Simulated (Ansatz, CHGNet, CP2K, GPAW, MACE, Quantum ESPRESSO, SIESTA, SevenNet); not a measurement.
**A faulty Quantum ESPRESSO run on 1T-TiS2, 4 layers, V on Ti sites (48 atoms)**

Program: Quantum ESPRESSO 7.5, a calculation on a cell of 5 V, 32 S and 11 Ti, with vacuum.

The input, pw.in:

```
&control
  calculation = 'scf'
  pseudo_dir = './pseudo'
  outdir = './tmp'
  disk_io = 'none'
  tprnfor = .true.
/
&system
  ibrav = 0
  nat = 48
  ntyp = 3
  ecutwfc = 8
  ecutrho = 32
  nosym = .true.
  occupations = 'smearing'
  smearing = 'fd'
  degauss = 0.003675
  nspin = 2
  starting_magnetization(1) = 0.5
/
&electrons
  conv_thr = 2.4e-07
  electron_maxstep = 50
  mixing_beta = 0.2
  mixing_mode = 'local-TF'
  diagonalization = 'david'
/
ATOMIC_SPECIES
V1 50.941 V.upf
S 32.060 S.upf
Ti 47.867 Ti.upf
CELL_PARAMETERS angstrom
6.82000 0.00000 0.00000
-3.41000 5.90629 0.00000
0.00000 0.00000 36.77000
ATOMIC_POSITIONS crystal
V1 0.96510 0.97966 0.25807
S 0.16054 0.34848 0.29666
S 0.34191 0.17575 0.21680
Ti 0.99916 0.50456 0.25648
S 0.18301 0.85692 0.29887
S 0.32230 0.64465 0.21918
Ti 0.50131 0.99503 0.25569
S 0.65771 0.31915 0.29528
S 0.85166 0.17766 0.21839
Ti 0.51893 0.52862 0.25963
[... 34 atom lines left out ...]
S 0.16501 0.83566 0.70598
Ti 0.83050 0.14620 0.74488
S 0.00531 0.50111 0.78062
S 0.18366 0.34948 0.70542
K_POINTS gamma
```

Command:

```
$ OMP_NUM_THREADS=1 mpirun -np 4 pw.x -in pw.in > output.txt
```

Log:

```text
Program PWSCF
     gamma-point specific algorithms are used
     one sub-group per band group will be used
     scalapack distributed-memory algorithm (size of sub-group:  2*  2 procs)
     Parallelization info
     sticks:   dense  smooth     PW     G-vecs:    dense   smooth      PW
     Min          91      91     22                 7651     7651     946
     Max          92      92     25                 7672     7672     950
     Sum         367     367     91                30647    30647    3789
     bravais-lattice index     =            0
     lattice parameter (alat)  =      12.8879  a.u.
     unit-cell volume          =    9995.1513 (a.u.)^3
     number of atoms/cell      =           48
     number of atomic types    =            3
     number of electrons       =       389.00
     number of Kohn-Sham states=          234
     kinetic-energy cutoff     =       8.0000  Ry
     charge density cutoff     =      32.0000  Ry
     scf convergence threshold =      2.4E-07
     mixing beta               =       0.2000
     number of iterations used =            8  local-TF  mixing
[... lines left out ...]
     number of k points=     1  Fermi-Dirac smearing, width (Ry)=  0.0037
                       cart. coord. in units 2pi/alat
        k(    1) = (   0.0000000   0.0000000   0.0000000), wk =   1.0000000
     Dense  grid:    15324 G-vectors     FFT dimensions: (  24,  24, 125)
     Check: negative core charge=   -0.004709
     Generating pointlists ...
     new r_m :   0.1362 (alat units)  1.7552 (a.u.) for type    1
     new r_m :   0.1333 (alat units)  1.7179 (a.u.) for type    2
     new r_m :   0.1333 (alat units)  1.7179 (a.u.) for type    3
     Initial potential from superposition of free atoms
     starting charge     377.9922, renormalised to     389.0000
     negative rho (up, down):  3.070E+00 2.125E+00
     Starting wfcs are  288 randomized atomic wfcs
     Self-consistent Calculation
     iteration #  1     ecut=     8.00 Ry     beta= 0.20
     negative rho (up, down):  2.484E+00 1.821E+00
     total energy              =   -2765.92579403 Ry
     estimated scf accuracy    <   13720.78005662 Ry
     total magnetization       =     1.82 Bohr mag/cell
     absolute magnetization    =     3.50 Bohr mag/cell
     iteration #  2     ecut=     8.00 Ry     beta= 0.20
     negative rho (up, down):  2.023E+00 2.024E+00
     total energy              =   -2586.15017824 Ry
     estimated scf accuracy    <    8751.98386123 Ry
     total magnetization       =     2.28 Bohr mag/cell
     absolute magnetization    =     3.14 Bohr mag/cell
     iteration #  3     ecut=     8.00 Ry     beta= 0.20
[...]
total energy              =   -2652.92249272 Ry
     estimated scf accuracy    <      98.62551286 Ry
     total magnetization       =     3.12 Bohr mag/cell
     absolute magnetization    =     3.46 Bohr mag/cell
[...]
c_bands:  1 eigenvalues not converged
     c_bands:  1 eigenvalues not converged
[...]
c_bands:  1 eigenvalues not converged
[...]
c_bands:  1 eigenvalues not converged
[...]
iteration # 49     ecut=     8.00 Ry     beta= 0.20
     negative rho (up, down):  8.064E-01 8.072E-01
     total energy              =   -2628.17989087 Ry
     estimated scf accuracy    <       0.00019810 Ry
     total magnetization       =    -0.79 Bohr mag/cell
     absolute magnetization    =     5.56 Bohr mag/cell
     iteration # 50     ecut=     8.00 Ry     beta= 0.20
     negative rho (up, down):  8.063E-01 8.071E-01
     total energy              =   -2628.17986986 Ry
     estimated scf accuracy    <       0.00016435 Ry
     total magnetization       =    -0.79 Bohr mag/cell
     absolute magnetization    =     5.56 Bohr mag/cell
     End of self-consistent calculation
     convergence NOT achieved after  50 iterations: stopping
     Message from routine punch:
     Nothing written, as per user request (disk_io='none')
```

Run time: 43 s. Hardware: 4 MPI ranks of Arm Neoverse V2, shared host; peak memory 0.56 GiB.

Banners, paths, timers and routine set-up lines are dropped from the logs unmarked, and long logs keep their key lines alone; longer cuts are marked.

Q: Name the fault.

A cutoff far too low: cutoff 8 Ry. The sound run has cutoff 45 Ry.

The run ended unconverged.

[Also dropped from logs without a mark: logging warnings of Python, and SIESTA's first energy breakdown and zero terms.]

[Logs are printed without paths, hosts, clocks, repeated set-up lines and the standing remarks that a program may print on its own settings, such as how far it seeks lower states.]

[Hosts, paths, dates, database ids (printed as entryN), source tags and the programs' standing remarks are cut or masked in the printed files.]
